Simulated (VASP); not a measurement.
# TePt (R-3m) in VASP: settings compared

One crystal, TePt, is run at these levels: LDA, rev-vdW-DF2, PBEsol; tasks: relaxation of cell and atoms.

Program: VASP 6.6.1. These are calculated values, not measurements. Logs are shortened: lines on timing, memory, paths and dates and some standing lists are left out, and cuts for length are marked.

## Step 1: The crystal as given

It takes space group R-3m (No. 166, trigonal). Conventional cell: a = 3.963 Å, b = 3.963 Å, c = 19.983 Å, α = 90.00°, β = 90.00°, γ = 120.00°. Te (site symmetry 3m) has 3 Pt at 2.59 Å as nearest neighbours. Pt (site symmetry 3m) has 3 Te at 2.59 Å and 3 Pt at 2.72 Å as nearest neighbours.

## Step 2: Relaxation of cell and atoms, LDA

Contents of INCAR:

```
SYSTEM = TePt
  PREC = Accurate
  ENCUT = 600
  EDIFF = 1E-6
  ISMEAR = 1
  SIGMA = 0.1
  LREAL = .False.
  LASPH = .True.
  NELM = 80
  ALGO = Normal
  ISIF = 3
  LWAVE = .False.
  LCHARG = .False.
  IBRION = 2
  NSW = 90
  EDIFFG = -0.01
  KPAR = 2
```

Contents of KPOINTS:

```
regular mesh
0
Gamma
  11 11 11
  0 0 0
```

Contents of POSCAR:

```
TePt
1.0
    1.9815661262      1.1440577364      6.6610334788
   -1.9815661262      1.1440577364      6.6610334788
    0.0000000000     -2.2881154728      6.6610334788
Te Pt
2 2
Direct
    0.5980000000      0.5980000000      0.5980000000
    0.4020000000      0.4020000000      0.4020000000
    0.8703333333      0.8703333333      0.8703333333
    0.1296666667      0.1296666667      0.1296666667
```

Potentials or basis: VASP PAW LDA potentials, release 64 (Te, Pt).

On the command line:

```bash
> cat potpaw_LDA.64/Te/POTCAR potpaw_LDA.64/Pt/POTCAR > POTCAR
> mpirun -np 2 vasp_std > vasp.out
```

OUTCAR:

```text
SYSTEM = TePt
   PREC = Accurate
   ENCUT = 600
   EDIFF = 1E-6
   ISMEAR = 1
   LREAL = .False.
   LASPH = .True.
   NELM = 80
   ISIF = 3
   IBRION = 2
   NSW = 90
   EDIFFG = -0.01

 ion  position               nearest neighbor table
   1  0.598  0.598  0.598-   3 2.59   3 2.59   3 2.59   4 3.54   4 3.54   4 3.54   2 3.57   2 3.57
                             2 3.57
   2  0.402  0.402  0.402-   4 2.59   4 2.59   4 2.59   3 3.54   3 3.54   3 3.54   1 3.57   1 3.57
                             1 3.57
   3  0.870  0.870  0.870-   1 2.59   1 2.59   1 2.59   4 2.72   4 2.72   4 2.72   2 3.54   2 3.54
                             2 3.54
   4  0.130  0.130  0.130-   2 2.59   2 2.59   2 2.59   3 2.72   3 2.72   3 2.72   1 3.54   1 3.54
                             1 3.54

  LATTYP: Found a trigonal (rhomboedric) cell.
 ALAT       =     7.0430703122
 COS(alpha) =     0.8416846276

  Lattice vectors:

 A1 = (   1.9815661262,   1.1440577364,   6.6610334788)
 A2 = (  -1.9815661262,   1.1440577364,   6.6610334788)
 A3 = (   0.0000000000,  -2.2881154728,   6.6610334788)

Analysis of symmetry for initial positions (statically):
=====================================================================
 Subroutine PRICEL returns:
 Original cell was already a primitive cell.

 Routine SETGRP: Setting up the symmetry group for a
 trigonal (rhombohedral) supercell.

 Subroutine GETGRP returns: Found 12 space group operations
 (whereof 12 operations were pure point group operations)
 out of a pool of 12 trial point group operations.

The static configuration has the point symmetry D_3d.

Analysis of symmetry for dynamics (positions and initial velocities):
=====================================================================
 Subroutine PRICEL returns:
 Original cell was already a primitive cell.

 Routine SETGRP: Setting up the symmetry group for a
 trigonal (rhombohedral) supercell.

 Subroutine GETGRP returns: Found 12 space group operations
 (whereof 12 operations were pure point group operations)
 out of a pool of 12 trial point group operations.

The dynamic configuration has the point symmetry D_3d.

 Subroutine INISYM returns: Found 12 space group operations
 (whereof 12 operations are pure point group operations),
 and found     1 'primitive' translations

----------------------------------------------------------------------------------------

                                     Primitive cell

  volume of cell :      90.6044

  direct lattice vectors                    reciprocal lattice vectors
     1.981566126  1.144057736  6.661033479     0.252325670  0.145680293  0.050042285
    -1.981566126  1.144057736  6.661033479    -0.252325670  0.145680293  0.050042285
     0.000000000 -2.288115473  6.661033479     0.000000000 -0.291360587  0.050042285

  length of vectors
     7.043070312  7.043070312  7.043070312     0.295626829  0.295626829  0.295626829

  position of ions in fractional coordinates (direct lattice)
     0.598000000  0.598000000  0.598000000
     0.402000000  0.402000000  0.402000000
     0.870333333  0.870333333  0.870333333
     0.129666667  0.129666667  0.129666667

  ion indices of the primitive-cell ions
   primitive index   ion index
                 1           1
                 2           2
                 3           3
                 4           4

----------------------------------------------------------------------------------------

 KPOINTS: regular mesh

Automatic generation of k-mesh.
 Grid dimensions read from file:
 generate k-points for:   11   11   11

 Generating k-lattice:

  Cartesian coordinates                     Fractional coordinates (reciprocal lattice)
     0.022938697  0.013243663  0.004549299     0.090909091 -0.000000000  0.000000000
    -0.022938697  0.013243663  0.004549299    -0.000000000  0.090909091  0.000000000
     0.000000000 -0.026487326  0.004549299     0.000000000  0.000000000  0.090909091

  Length of vectors
     0.026875166  0.026875166  0.026875166

  Shift w.r.t. Gamma in fractional coordinates (k-lattice)
     0.000000000  0.000000000  0.000000000

 Subroutine IBZKPT returns following result:
 ===========================================

 Found    146 irreducible k-points:

 Following reciprocal coordinates:
            Coordinates               Weight
  0.000000  0.000000  0.000000      1.000000
  0.090909 -0.000000  0.000000      6.000000
  0.181818 -0.000000 -0.000000      6.000000
  0.272727 -0.000000  0.000000      6.000000
  0.363636  0.000000  0.000000      6.000000
  0.454545  0.000000  0.000000      6.000000
[... 16 lines left out ...]
 -0.272727  0.181818 -0.000000     12.000000
 -0.181818  0.181818  0.000000      6.000000
 [... further k-points ...]
   k-points           NKPTS =    146   k-points in BZ     NKDIM =    146   number of bands    NBANDS=     20
   number of dos      NEDOS =    301   number of ions     NIONS =      4
   total plane-waves  NPLWV = 175616
   dimension x,y,z NGX =    56 NGY =   56 NGZ =   56
   dimension x,y,z NGXF=   112 NGYF=  112 NGZF=  112
   ions per type =               2   2
   NGX,Y,Z   is equivalent  to a cutoff of  13.22, 13.22, 13.22 a.u.
   NGXF,Y,Z  is equivalent  to a cutoff of  26.44, 26.44, 26.44 a.u.
 SYSTEM =  TePt
   PREC   = accura    normal or accurate (medium, high low for compatibility)
   ISTART =      0    job   : 0-new  1-cont  2-samecut
   ICHARG =      2    charge: 1-file 2-atom 10-const
   ISPIN  =      1    spin polarized calculation?
   LNONCOLLINEAR =      F non collinear calculations
   LSORBIT =      F    spin-orbit coupling
   LASPH  =      T    aspherical Exc in radial PAW
   ENCUT  =  600.0 eV  44.10 Ry    6.64 a.u.  14.07 14.07 14.07*2*pi/ulx,y,z
   NELM   =     80;   NELMIN=  2; NELMDL= -5     # of ELM steps
   EDIFF  = 0.1E-05   stopping-criterion for ELM
   LREAL  =      F    real-space projection
   EDIFFG = -.1E-01   stopping-criterion for IOM
   NSW    =     90    number of steps for IOM
   IBRION =      2    ionic relax: 0-MD 1-quasi-New 2-CG
   NFREE  =      1    steps in history (QN), initial steepest desc. (CG)
   ISIF   =      3    stress and relaxation
   ISYM   =      2    0-nonsym 1-usesym 2-fastsym
   POTIM  = 0.5000    time-step for ionic-motion
   TEBEG  =    0.0;   TEEND  =   0.0 temperature during run
   PSTRESS=    0.0 pullay stress
   NELECT =      32.0000    total number of electrons
   NUPDOWN=      -1.0000    fix difference up-down
   EMIN   =  10.00;   EMAX   =-10.00  energy-range for DOS
   EFERMI =   0.00;   METHOD = LEGACY
   ISMEAR =     1;   SIGMA  =   0.10  broadening in eV -4-tet -1-fermi 0-gaus
   EFERMI_NEDOS =   21; number of points for ismear=-14 and -15
   IALGO  =     38    algorithm
   IMIX   =      4    mixing-type and parameters
     AMIX     =   0.40;   BMIX     =  1.00
     AMIX_MAG =   1.60;   BMIX_MAG =  1.00
  volume/ion in A,a.u.               =      22.65       152.86
  Fermi-wavevector in a.u.,A,eV,Ry     =   1.157200  2.186791 18.219718  1.339111
  Thomas-Fermi vector in A             =   2.293813
   LORBIT       =      0    0 simple, 1 ext, 2 COOP (PROOUT), +10 PAW based schemes
   GGA     = CA    functional components
   LHFCALC =     F    Hartree Fock is set to
   AEXX    =    0.0000 exact exchange contribution
   IVDW    =     0    specifies the selected vdW correction
   LEPSILON=     F    determine dielectric tensor
   LRPA    =     F    only Hartree local field effects (RPA)
 conjugate gradient relaxation of ions
 non-spin polarized calculation
 Methfessel and Paxton  Order N= 1 SIGMA  =   0.10
  energy-cutoff  :      600.00
  volume of cell :       90.60
 maximum number of plane-waves:      3044
   NGX = 29   NGY = 29   NGZ = 29

--------------------------------------- Ionic step        1  -------------------------------------------

 number of electron      31.9999999 magnetization

 Free energy of the ion-electron system (eV)
  ---------------------------------------------------
  ext. energy  EPLUGINS =         0.00000000
  ---------------------------------------------------
  free energy    TOTEN  =       -24.01063535 eV

  energy without entropy =      -24.00979611  energy(sigma->0) =      -24.01035560

------------------------ aborting loop because EDIFF is reached ----------------------------------------

  FORCE on cell =-STRESS in cart. coord.  units (eV):
  Direction    XX          YY          ZZ          XY          YZ          ZX
  --------------------------------------------------------------------------------------
  -------------------------------------------------------------------------------------
  Total       -1.6156903     -1.6156903     -1.2475518      0.0000000      0.0000000      0.0000000
  in kB      -28.5705973    -28.5705973    -22.0607249      0.0000000      0.0000000      0.0000000
  external PRESSURE =     -26.4006398 kB  Pullay stress =       0.0000000 kB
[... 95 lines left out ...]
  FREE ENERGIE OF THE ION-ELECTRON SYSTEM (eV)
  ---------------------------------------------------
  free  energy   TOTEN  =       -24.0262520008 eV

  energy  without entropy=      -24.0256477061  energy(sigma->0) =      -24.02605057

[... ionic steps 4 to 8 ...]

--------------------------------------- Ionic step        9  -------------------------------------------

 number of electron      32.0000000 magnetization

------------------------ aborting loop because EDIFF is reached ----------------------------------------
[... 71 lines left out ...]
--------------------------------------- Ionic step       11  -------------------------------------------

 number of electron      32.0000000 magnetization

 Free energy of the ion-electron system (eV)
  ---------------------------------------------------
  ext. energy  EPLUGINS =         0.00000000
  ---------------------------------------------------
  free energy    TOTEN  =       -24.03056738 eV

  energy without entropy =      -24.03009948  energy(sigma->0) =      -24.03041141

 E-fermi :   8.7046     XC(G=0): -11.2533

 val. band max:        8.6989845084   @ k =  -0.4545   0.4545   0.2727
 cond. band min:       8.7052289461   @ k =   0.3636   0.0909   0.0909
 fundamental gap:      0.0062444377
 Fermi energy:         8.7045619922

 k-point     1 :       0.0000    0.0000    0.0000
  band No.  band energies     occupation
      1      -4.8290      2.00000
      2      -3.1561      2.00000
      3       1.6956      2.00000
      4       3.0448      2.00000
      5       3.0448      2.00000
      6       3.7792      2.00000
[... 541 lines left out ...]
     19      12.7812      0.00000
     20      14.3049      0.00000

 [... further k-points ...]

------------------------ aborting loop because EDIFF is reached ----------------------------------------

  FORCE on cell =-STRESS in cart. coord.  units (eV):
  Direction    XX          YY          ZZ          XY          YZ          ZX
  --------------------------------------------------------------------------------------
  -------------------------------------------------------------------------------------
  Total        0.0075358      0.0075358     -0.0170566      0.0000000      0.0000000      0.0000000
  in kB        0.1370379      0.1370379     -0.3101715      0.0000000      0.0000000      0.0000000
  external PRESSURE =      -0.0120319 kB  Pullay stress =       0.0000000 kB
[... 19 lines left out ...]
  FREE ENERGIE OF THE ION-ELECTRON SYSTEM (eV)
  ---------------------------------------------------
  free  energy   TOTEN  =       -24.0305673797 eV

  energy  without entropy=      -24.0300994769  energy(sigma->0) =      -24.03041141

 reached required accuracy - stopping structural energy minimisation
```

It took 14 min on 2 MPI ranks of Intel Xeon 6975P-C (Granite Rapids), shared host; peak memory 0.57 GiB.

Results:

```yaml
Free_energy: -24.0306 eV
Relaxed_volume: 22.03 Å³/atom
Relaxed_cell: a = 6.965 Å, b = 6.965 Å, c = 6.965 Å, α = 32.78°, β = 32.78°, γ = 32.78°
Space_group_after_relaxing_to_0.05_Å: R-3m (No. 166)
Energy_gained_by_relaxing: 5.0 meV/atom
Ionic_steps: 11
Pressure_after_relaxing: 0.0 GPa
Largest_force_after_relaxing: 0.004 eV/Å
Band_gap_on_the_k_mesh: none (metal or under the smearing width)
```

Forces on the atoms (eV/Å):
```
Te   0.000  0.000 -0.004
Te   0.000  0.000  0.004
Pt   0.000  0.000  0.000
Pt   0.000  0.000  0.000
```

The path:
```
step  energy change (eV)  largest force (eV/Å)  pressure (GPa)  volume (Å³)
   1              0.0000                0.1672           -2.64        90.60
   2              0.0387                0.6541            5.65        85.80
   3             -0.0156                0.1593            0.00        88.88
   4             -0.0183                0.0844           -0.05        88.69
   5             -0.0186                0.0591           -0.03        88.60
   6             -0.0191                0.0484           -0.09        88.51
   7             -0.0197                0.0269           -0.16        88.37
   8             -0.0196                0.0493           -0.24        88.07
   9             -0.0199                0.0186           -0.17        88.23
  10             -0.0191                0.0507            0.63        87.67
  11             -0.0199                0.0035            0.00        88.11
```

Final structure:
```
Te Pt
1.0
     1.96529    1.13466    6.58504
    -1.96529    1.13466    6.58504
     0.00000   -2.26932    6.58504
Te Pt
2 2
Direct
  0.59916 0.59916 0.59916
  0.40084 0.40084 0.40084
  0.87012 0.87012 0.87012
  0.12988 0.12988 0.12988
```

[end of part 1 of 3]
